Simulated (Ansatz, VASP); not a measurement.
## Ti in VASP and in Ansatz

```
Ti
1.0
    -1.60818    1.64100    1.64100
     1.64100   -1.60818    1.64100
     1.64100    1.64100   -1.60818
Ti
1
Direct
  0.00000 0.00000 0.00000
```

Change from the starting cell: equal xy, yz and zx shear strains of +2 %, PAW files.

Alike in both runs: task electric field gradients; functional PBEsol; k mesh 14 × 14 × 14; occupations fermi-dirac, width 0.05 eV; no spin polarisation.

```csv
,VASP,Ansatz
version,VASP 6.6.1,Ansatz 0.2.0
potentials or method,"VASP PAW PBE potentials, release 64 (Ti_sv)","PAW with Ansatz's default frozen-core files, scalar-relativistic"
plane-wave cutoff (eV),520,420
valence electrons in the cell,12,12
```

```csv
,VASP,Ansatz,Ansatz less VASP
pressure (GPa),-6.8,-6.7,+0.18
largest component of the traceless stress (GPa),0.80,0.80,+0.009
Vzz of the field gradient on the site that differs most (V/Å²),-8.1,-8.4,-0.23
```

Caveats: the PAW data sets were made with another functional, which shifts forces and pressure a little (VASP).
